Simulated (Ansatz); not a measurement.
Input of an Ansatz 0.2.0 run:

The input run.py:

```python
import json

import ase.io
import numpy as np

import ansatz as az

atoms = ase.io.read("Sb.cif")
atoms.info.pop("occupancy", None)

calculation = (
    az.Crystal.from_ase(atoms)
    .calculation()
    .kpoints(6, 5, 1)
    .functional("rpbe", dispersion="d3bj")
    .pseudopotentials(kind="paw_fr")
    .spin("noncollinear", soc=True)
    .electric_field(axis=3, dipole_correction=True, ramp_width=0.04)
    .occupations(method="tetrahedron")
    .density()
    .potential()
    .output_files(volumetric_format="npy")
    .electron_localization_function()
    .forces()
)
outcome = calculation.run(threads=2, events_out="events.jsonl")

report = outcome.report
for line in open("events.jsonl"):
    event = json.loads(line)
    if event["event"] == "scf_iter":
        d = event["data"]
        print(f"SCF {d['iter']:3d}  HF = {d['harris_foulkes_ev']:.6f} eV  dr2 = {d['dr2_ev']:.2e} eV")
    elif event["event"] in ("relax_step", "md_step"):
        d = event["data"]
        print(f"{event['event']} {d['step']:3d}  E = {d['lagrangian_ev']:.6f} eV")
np.set_printoptions(precision=5, suppress=True, linewidth=110)
print("converged:", report["converged"], "after", report["n_iterations"], "iterations")
print(f"free energy {report['free_energy_ev']:.6f} eV, Fermi level {report['fermi_energy_ev']:.4f} eV")
for key in ("band_edges_ev", "magnetization_mub", "site_moments_mub", "site_moments_nc_mub", "forces_ev_ang",
                "stress_gpa"):
    if report.get(key) is not None:
        print(key, np.array(report[key]), sep="\n")
```

The input Sb.cif:

```cif
data_Sb
_cell_length_a 3.16000000
_cell_length_b 4.46891486
_cell_length_c 23.93782971
_cell_angle_alpha 90.00000000
_cell_angle_beta 90.00000000
_cell_angle_gamma 90.00000000
_space_group_name_H-M_alt 'P1'
_space_group_name_Hall 'P 1'
_space_group_IT_number 1
loop_
_space_group_symop_operation_xyz
'x,y,z'
loop_
_atom_site_label
_atom_site_type_symbol
_atom_site_symmetry_multiplicity
_atom_site_Wyckoff_symbol
_atom_site_fract_x
_atom_site_fract_y
_atom_site_fract_z
_atom_site_occupancy
Sb1 Sb 1 a 0.0000000000 0.5000000000 0.3133116114 1
Sb2 Sb 1 a 0.0000000000 0.0000000000 0.4066558057 1
Sb3 Sb 1 a 0.0000000000 0.5000000000 0.5000000000 1
Sb4 Sb 1 a 0.0000000000 0.0000000000 0.5933441943 1
Sb5 Sb 1 a 0.0000000000 0.5000000000 0.6866883886 1
```

Potentials or basis: Ansatz PAW.

The run is started by

```bash
$ python run.py
```

(1) What does it give for the work function of the upper face?

(2) Estimate the work function of the lower face.

(3) What does it give for the dipole across the slab?

## Answers

(1) 4.21 eV.

(2) 4.21 eV.

(3) 0.000 e·Å.

Caveat: with tetrahedron occupations forces and stress needn't match the slope of the energy.
